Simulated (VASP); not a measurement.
A run of VASP 6.6.1 is set up as follows.

Contents of INCAR:

```
  PREC = Accurate
  ENCUT = 520
  EDIFF = 1E-7
  ISMEAR = -1
  SIGMA = 0.05
  LREAL = F
  LASPH = T
  NELM = 100
  ALGO = Normal
  ISIF = 2
  LWAVE = F
  LCHARG = F
  GGA = PS
  IVDW = 12
  NBANDS = 15
```

File KPOINTS:

```
regular mesh
0
Gamma
  7 7 7
```

Contents of POSCAR:

```
KCl
1.0
    0.0000000000      3.1464700000      3.1464700000
    3.1464700000      0.0000000000      3.1464700000
    3.1464700000      3.1464700000      0.0000000000
K Cl
1 1
Direct
    0.0000000000      0.0000000000      0.0000000000
    0.5000000000      0.5000000000      0.5000000000
```

Potentials or basis: VASP PAW PBE potentials, release 64 (K_sv, Cl).

The run is started by

```sh
$ cat potpaw_PBE.64/K_sv/POTCAR potpaw_PBE.64/Cl/POTCAR > POTCAR
$ mpirun -np 1 vasp_std > vasp.out
```

(1) Estimate the band gap on the k mesh.

(2) What does it give for the pressure?

(3) Predict the dispersion energy per atom.

Answers

(1) 5.02 eV, direct.

(2) -1.4 GPa.

(3) -0.187 eV.

Caveat: three body term missing; the PAW data sets were made with another functional, which shifts forces and pressure a little.

**The experiment to reproduce.**

A printed reference work, monograph reports, for a bulk crystal of KCl: band gap 8.68 eV.

Measured gap of KCl: 8.68 eV (a printed reference work, monograph). This calculation gives 5.02 eV (-3.66 eV). The value is that of PBEsol+D3(BJ) on a finite k mesh, which can miss the band edges, without temperature or zero-point motion. Semilocal functionals fall short of measured gaps as a rule.
